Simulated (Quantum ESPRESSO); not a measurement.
# GaN (F-43m) in Quantum ESPRESSO: notebook, part 5 of 5

Quantum ESPRESSO 7.5. The steps go on from the part before.

**6. Phonons, LDA, target pressure 40 GPa, at which the enthalpy is minimised**

pw.in reads:

```
&CONTROL
  calculation = 'scf'
  prefix = 'pwscf'
  outdir = './tmp'
  pseudo_dir = './pseudo'
  tprnfor = .true.
  tstress = .true.
  disk_io = 'low'
/
&SYSTEM
  ibrav = 0
  A = 3.18693112
  nat = 2
  ntyp = 2
  ecutwfc = 56
  ecutrho = 448
  nbnd = 19
  occupations = 'smearing'
  smearing = 'fd'
  degauss = 0.00367493
/
&ELECTRONS
  conv_thr = 4d-10
  electron_maxstep = 120
  mixing_beta = 0.5
/
ATOMIC_SPECIES
Ga    69.7230 ga_lda_v1.4.uspp.F.UPF
N     14.0070 n_lda_v1.2.uspp.F.UPF
CELL_PARAMETERS alat
   0.0000000000    0.7071067816    0.7071067816
   0.7071067816    0.0000000000    0.7071067816
   0.7071067816    0.7071067816    0.0000000000
ATOMIC_POSITIONS alat
Ga     0.0000000000    0.0000000000    0.0000000000
N      0.3535533908    0.3535533908    0.3535533908
K_POINTS automatic
6 6 6 1 1 1
```

relax.in reads:

```
&CONTROL
  calculation = 'vc-relax'
  prefix = 'pwscf'
  outdir = './tmp'
  pseudo_dir = './pseudo'
  tprnfor = .true.
  tstress = .true.
  disk_io = 'low'
  nstep = 40
  forc_conv_thr = 0.0001
  etot_conv_thr = 1d-06
/
&SYSTEM
  ibrav = 0
  A = 3.18693112
  nat = 2
  ntyp = 2
  ecutwfc = 56
  ecutrho = 448
  nbnd = 19
  occupations = 'smearing'
  smearing = 'fd'
  degauss = 0.00367493
/
&ELECTRONS
  conv_thr = 4d-10
  electron_maxstep = 120
  mixing_beta = 0.5
/
&IONS
  ion_dynamics = 'bfgs'
/
&CELL
  cell_dynamics = 'bfgs'
  press = 400
  press_conv_thr = 0.2
/
ATOMIC_SPECIES
Ga    69.7230 ga_lda_v1.4.uspp.F.UPF
N     14.0070 n_lda_v1.2.uspp.F.UPF
CELL_PARAMETERS alat
   0.0000000000    0.7071067816    0.7071067816
   0.7071067816    0.0000000000    0.7071067816
   0.7071067816    0.7071067816    0.0000000000
ATOMIC_POSITIONS alat
Ga     0.0000000000    0.0000000000    0.0000000000
N      0.3535533908    0.3535533908    0.3535533908
K_POINTS automatic
6 6 6 1 1 1
```

scf2.in reads:

```
&CONTROL
  calculation = 'scf'
  prefix = 'pwscf'
  outdir = './tmp'
  pseudo_dir = './pseudo'
  tprnfor = .true.
  tstress = .true.
  disk_io = 'low'
/
&SYSTEM
  ibrav = 0
  A = 3.00551875
  nat = 2
  ntyp = 2
  ecutwfc = 56
  ecutrho = 448
  nbnd = 19
  occupations = 'fixed'
/
&ELECTRONS
  conv_thr = 1d-13
  electron_maxstep = 120
  mixing_beta = 0.5
  startingpot = 'file'
  startingwfc = 'file'
/
ATOMIC_SPECIES
Ga    69.7230 ga_lda_v1.4.uspp.F.UPF
N     14.0070 n_lda_v1.2.uspp.F.UPF
CELL_PARAMETERS alat
   0.0000000000    0.7071067812    0.7071067812
   0.7071067812    0.0000000000    0.7071067812
   0.7071067812    0.7071067812    0.0000000000
ATOMIC_POSITIONS alat
Ga     0.0000000000    0.0000000000    0.0000000000
N      0.3535533906    0.3535533906    0.3535533906
K_POINTS automatic
6 6 6 1 1 1
```

ph.in reads:

```
phonons of GaN
&INPUTPH
  prefix = 'pwscf'
  outdir = './tmp'
  tr2_ph = 1d-18
  fildyn = 'dyn'
  niter_ph = 90
  alpha_mix(1) = 0.7
  epsil = .true.
/
0.0000000000 0.0000000000 0.0000000000
```

dynmat.in reads:

```
&INPUT
  fildyn = 'dyn'
  asr = 'crystal'
  lperm = .true.
  filout = 'dynmat.disp'
  fileig = 'dynmat.eig'
/
```

dynmat_lo.in reads:

```
&INPUT
  fildyn = 'dyn'
  asr = 'crystal'
  filout = 'dynmat_lo.disp'
  fileig = 'dynmat_lo.eig'
  q(1) = 0
  q(2) = 0
  q(3) = 1
/
```

Potentials or basis: GBRV 1.5 LDA.

On the command line:

```sh
OMP_NUM_THREADS=1 pw.x -in pw.in > pw.out
OMP_NUM_THREADS=1 pw.x -in relax.in > relax.out
OMP_NUM_THREADS=1 pw.x -in scf2.in > scf2.out
OMP_NUM_THREADS=1 ph.x -in ph.in > ph.out
OMP_NUM_THREADS=1 dynmat.x -in dynmat.in > dynmat.out
OMP_NUM_THREADS=1 dynmat.x -in dynmat_lo.in > dynmat_lo.out
```

pw.out:

```text
This program is part of the open-source Quantum ESPRESSO suite
     for quantum simulation of materials; please cite
[... 9 lines left out ...]
     --------------------
     sticks:   dense  smooth     PW     G-vecs:    dense   smooth      PW
     Sum        1123     559    187                24693     8801    1639

     Using Slab Decomposition

     bravais-lattice index     =            0
     lattice parameter (alat)  =       6.0224  a.u.
     unit-cell volume          =     154.4542 (a.u.)^3
     number of atoms/cell      =            2
     number of atomic types    =            2
     number of electrons       =        24.00
     number of Kohn-Sham states=           19
     kinetic-energy cutoff     =      56.0000  Ry
     charge density cutoff     =     448.0000  Ry
     scf convergence threshold =      4.0E-10
     mixing beta               =       0.5000
     number of iterations used =            8  plain     mixing
     Exchange-correlation= SLA  PZ   NOGX NOGC
                           (   1   1   0   0   0   0   0)

     celldm(1)=   6.022427  celldm(2)=   0.000000  celldm(3)=   0.000000
     celldm(4)=   0.000000  celldm(5)=   0.000000  celldm(6)=   0.000000

     crystal axes: (cart. coord. in units of alat)
               a(1) = (   0.000000   0.707107   0.707107 )
               a(2) = (   0.707107   0.000000   0.707107 )
               a(3) = (   0.707107   0.707107   0.000000 )

     reciprocal axes: (cart. coord. in units 2 pi/alat)
               b(1) = ( -0.707107  0.707107  0.707107 )
               b(2) = (  0.707107 -0.707107  0.707107 )
               b(3) = (  0.707107  0.707107 -0.707107 )

     PseudoPot. # 1 for Ga read from file:
     ga_lda_v1.4.uspp.F.UPF
     Pseudo is Ultrasoft + core correction, Zval = 19.0
     Generated by new atomic code, or converted to UPF format
     Using radial grid of  871 points,  6 beta functions with:
                l(1) =   0
                l(2) =   0
                l(3) =   1
                l(4) =   1
                l(5) =   2
                l(6) =   2
     Q(r) pseudized with  8 coefficients,  rinner =    1.250   1.250   1.250
                                                       1.250   1.250

     PseudoPot. # 2 for N  read from file:
     n_lda_v1.2.uspp.F.UPF
     Pseudo is Ultrasoft + core correction, Zval =  5.0
     Generated by new atomic code, or converted to UPF format
     Using radial grid of  729 points,  4 beta functions with:
                l(1) =   0
                l(2) =   0
                l(3) =   1
                l(4) =   1
     Q(r) pseudized with  8 coefficients,  rinner =    0.900   0.900   0.900

     atomic species   valence    mass     pseudopotential
     Ga               19.00    69.72300     Ga( 1.00)
     N                 5.00    14.00700     N ( 1.00)

     24 Sym. Ops. (no inversion) found

   Cartesian axes

     site n.     atom                  positions (alat units)
         1        Ga     tau(   1) = (   0.0000000   0.0000000   0.0000000  )
         2        N      tau(   2) = (   0.3535534   0.3535534   0.3535534  )

     number of k points=    28  Fermi-Dirac smearing, width (Ry)=  0.0037
                       cart. coord. in units 2pi/alat
        k(    1) = (   0.0589256   0.0589256   0.0589256), wk =   0.0185185
        k(    2) = (   0.1767767   0.1767767  -0.0589256), wk =   0.0555556
        k(    3) = (   0.2946278   0.2946278  -0.1767767), wk =   0.0555556
        k(    4) = (  -0.2946278  -0.2946278   0.4124790), wk =   0.0555556
        k(    5) = (  -0.1767767  -0.1767767   0.2946278), wk =   0.0555556
        k(    6) = (  -0.0589256  -0.0589256   0.1767767), wk =   0.0555556
[... 20 lines left out ...]
        k(   27) = (   0.2946278   0.2946278   0.2946278), wk =   0.0185185
        k(   28) = (  -0.2946278  -0.2946278   0.8838835), wk =   0.0555556

     Dense  grid:    24693 G-vectors     FFT dimensions: (  45,  45,  45)

     Smooth grid:     8801 G-vectors     FFT dimensions: (  30,  30,  30)

     Check: negative core charge=   -0.000001

     Initial potential from superposition of free atoms

     starting charge      23.0000, renormalised to      24.0000
     Starting wfcs are   16 randomized atomic wfcs +    3 random wfcs

     Self-consistent Calculation

     iteration #  1     ecut=    56.00 Ry     beta= 0.50
     Davidson diagonalization with overlap
     ethr =  1.00E-02,  avg # of iterations =  5.8

     total energy              =    -432.53065808 Ry
     estimated scf accuracy    <       5.66920019 Ry
[... 57 lines left out ...]
     iteration # 10     ecut=    56.00 Ry     beta= 0.50
     Davidson diagonalization with overlap
     ethr =  1.84E-11,  avg # of iterations =  2.0

     End of self-consistent calculation

          k = 0.0589 0.0589 0.0589 (  1091 PWs)   bands (ev):

   -81.8585 -81.8584 -81.8584  -5.2620  -3.0275  -3.0275  -3.0104  -2.7148
    -2.7148   9.6454  10.3914  10.3914  12.8559  20.2149  20.7043  20.7043
    27.8995  28.0365  28.0365
[... 87 lines left out ...]
   -81.8598 -81.8591 -81.8590  -4.3124  -2.9425  -2.7500  -2.7433  -2.6419
    -0.9250   4.4033   7.4601   7.8348  14.0813  17.1658  21.8194  23.9962
    24.0164  32.4055  34.2999

          k =-0.5303 0.1768-0.0589 (  1086 PWs)   bands (ev):

   -81.8596 -81.8591 -81.8589  -4.3573  -2.9041  -2.8422  -2.7758  -2.6591
    -1.3052   4.9200   7.3758   8.1462  15.4370  17.8373  20.6027  22.9165
    24.2927  31.6936  32.7730

          k =-0.4125 0.0589 0.0589 (  1084 PWs)   bands (ev):
[... 61 lines left out ...]
   -81.8597 -81.8589 -81.8587  -4.4011  -2.9418  -2.8965  -2.7128  -2.6818
    -1.1716   3.7817   7.9310   9.1591  16.3076  17.8584  20.5528  21.4566
    26.7536  29.0485  29.8047

     the Fermi energy is    11.4595 ev

!    total energy              =    -435.21592558 Ry
     estimated scf accuracy    <          6.8E-11 Ry
     smearing contrib. (-TS)   =      -0.00000000 Ry
     internal energy E=F+TS    =    -435.21592558 Ry

     The total energy is F=E-TS. E is the sum of the following terms:
     one-electron contribution =    -337.29205044 Ry
     hartree contribution      =     180.95782530 Ry
     xc contribution           =     -53.20070245 Ry
     ewald contribution        =    -225.68099800 Ry

     convergence has been achieved in  10 iterations

     Forces acting on atoms (cartesian axes, Ry/au):

     atom    1 type  1   force =    -0.00000000    0.00000000    0.00000000
     atom    2 type  2   force =     0.00000000   -0.00000000   -0.00000000

     Total force =     0.000000     Total SCF correction =     0.000000

     Computing stress (Cartesian axis) and pressure

          total   stress  (Ry/bohr**3)                   (kbar)     P=      -57.25
  -0.00038920  -0.00000000   0.00000000          -57.25       -0.00        0.00
  -0.00000000  -0.00038920  -0.00000000           -0.00      -57.25       -0.00
  -0.00000000   0.00000000  -0.00038920           -0.00        0.00      -57.25

=------------------------------------------------------------------------------=
   JOB DONE.
=------------------------------------------------------------------------------=
```

Run time: 3.1 min. Hardware: 1 thread of Intel Xeon 6975P-C (Granite Rapids), shared host; peak memory 0.14 GiB.

Results:

```
Free energy                                             : -5921.0910 eV
Relaxed volume                                          : 9.60 Å³/atom
Relaxed cell                                            : a = 3.006 Å, b = 3.006 Å, c = 3.006 Å, α = 60.00°, β = 60.00°, γ = 60.00°
Space group after relaxing (to 0.05 Å)                  : F-43m (No. 216)
Pressure after relaxing                                 : 40.2 GPa
Electronic dielectric tensor (diagonal)                 : 5.17
Born charges (mean of the diagonal)                     : Ga +2.57; N -2.57 e
Highest phonon frequency at Γ, LO-TO splitting left out : 681 cm⁻¹
Static dielectric tensor (diagonal)                     : 8.30
```

Step by step:
| step | energy change (eV) | largest force (eV/Å) | pressure (GPa) | volume (Å³) |
| --- | --- | --- | --- | --- |
| 1 | 0.0000 | 0.0000 | -5.73 | 22.89 |
| 2 | 0.7282 | 0.0000 | 67.34 | 17.96 |
| 3 | 0.2408 | 0.0000 | 34.00 | 19.53 |
| 4 | 0.3103 | 0.0000 | 39.45 | 19.23 |
| 5 | 0.3178 | 0.0000 | 40.01 | 19.20 |
| 6 | 0.3175 | 0.0000 | 39.99 | 19.20 |

Final structure:
```yaml
crystal:
  lattice:
    - [0.00000, 2.12522, 2.12522]
    - [2.12522, 0.00000, 2.12522]
    - [2.12522, 2.12522, 0.00000]
  atoms:
    - { symbol: Ga, position: [0.00000, 0.00000, 0.00000] }
    - { symbol: N, position: [0.25000, 0.25000, 0.25000] }
```

Phonon frequencies in cm⁻¹ (negative: imaginary):
```csv
q point,frequencies
"(0.000, 0.000, 0.000)",-8 -8 -8 681 681 681
```

Electronic dielectric tensor:
```
5.17 0.00 0.00
0.00 5.17 0.00
0.00 0.00 5.17
```

Born effective charge tensors (e):
atom 1, Ga
```
2.57 0.00 0.00
0.00 2.57 0.00
0.00 0.00 2.57
```
atom 2, N
```
-2.57  0.00  0.00
 0.00 -2.57  0.00
 0.00  0.00 -2.57
```

Optical modes at Γ, degenerate ones joined, polar ones without the macroscopic field:
```tsv
cm⁻¹	components	symmetry	active in	IR intensity, summed ((D/Å)²/amu)
681	3	T2	IR and Raman	39.13
```

Zone-centre frequencies without and with the macroscopic field along z (cm⁻¹):
```
                optical modes in rising order
       without                    681 681 681
with the field                    681 681 863
```

Static dielectric tensor, electrons and zone-centre modes:
```
8.30 0.00 0.00
0.00 8.30 0.00
0.00 0.00 8.30
```

Caveat: the volume moved by over 15 % at a fixed basis, so the end points are rough; the cell is more than 3 GPa from zero pressure, which shifts response properties.

**7. Overview**

| cell | pressure (GPa) |
| --- | --- |
| relaxed | 0.0 |
| relaxed to 5 GPa | 5.0 |
| relaxed to 10 GPa | 10.0 |
| relaxed to 20 GPa | 20.1 |
| relaxed to 40 GPa | 40.2 |

Alike in all rows: task phonons; level LDA; potentials or basis GBRV 1.5 LDA; no spin polarisation; k mesh 6 × 6 × 6, shifted; cutoff (eV) 762; smearing fermi-dirac 0.05 eV.

Caveats: the cell is more than 3 GPa from zero pressure, which shifts response properties (some runs); the volume moved by over 15 % at a fixed basis, so the end points are rough (some runs).

Absolute energies hang on the potentials; compare differences alone.
